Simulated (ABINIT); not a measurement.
The system is Co.

```xyz
2
Lattice="2.4720 0.0000 0.0000 -1.2360 2.1408 0.0000 0.0000 0.0000 4.0211" Properties=species:S:1:pos:R:3 pbc="T T T"
Co    1.2360    0.7136    3.0159
Co    0.0000    1.4272    1.0053
```

Base run:

* Program: ABINIT 10.8.3 (patched build)
* Functional: PBE
* Potentials or basis: JTH PAW PBE v2.0
* Cutoff: 707 eV
* k mesh: 10 × 10 × 6
* Occupations: fermi-dirac, width 0.05 eV
* Spin: collinear spin, ferromagnetic start
* Starting moments: [2.0, 2.0] μB

Its results: band gap on the k mesh none (metal or under the smearing width); pressure 5.8 GPa; net moment 3.30 μB per cell; site moments Co +1.72 μB.

**Question.** After a change of settings the same cell gave: band gap on the k mesh none (metal or under the smearing width); pressure -4.0 GPa; net moment 3.29 μB per cell; site moments Co +1.71 μB. Which change was it?
A. functional from PBE to PBEsol
B. functional from PBE to PBEsol; k mesh from 10 × 10 × 6 to 7 × 7 × 4
C. k mesh from 10 × 10 × 6 to 7 × 7 × 4
D. k mesh from 10 × 10 × 6 to 12 × 12 × 7

**Answer.** A.

PBEsol binds more tightly than PBE, so the same cell stands under less pressure.

Caveats: the PAW data sets were made with another functional, which shifts forces and pressure a little (some runs).

Not every run made on this cell is shown here.
